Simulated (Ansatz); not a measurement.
Take BaSnO3 in the cubic perovskite structure (space group Pm-3m, No. 221; a = 4.176 Å) as the base.

One thing is altered: cell and atoms relaxed at a pressure of 15 GPa.

Computed with PBE/PAW in Ansatz (a quantum-chemistry and plane-wave program), no spin-orbit coupling, earlier PAW set.

Base, band edges from the VBM (valence, conduction): M -0.05, 6.39; R 0.00, 5.11; X -0.97, 4.52; Γ -0.49, 0.48 eV.

Question: Give the band edges at the high-symmetry points of the new zone, measured from its valence-band maximum.

Answer: 
| point | valence edge (eV) | conduction edge (eV) |
|---|---|---|
| Γ | -0.46 | 1.61 |
| X | -1.00 | 5.64 |
| M | -0.05 | 7.23 |
| R | 0.00 | 5.55 |

The gap is 1.61 eV, indirect, R → Γ.

Load acts through the strain it causes; cell and atoms are relaxed under it. Stability against distortions was not tested. No other phases were tried under pressure.
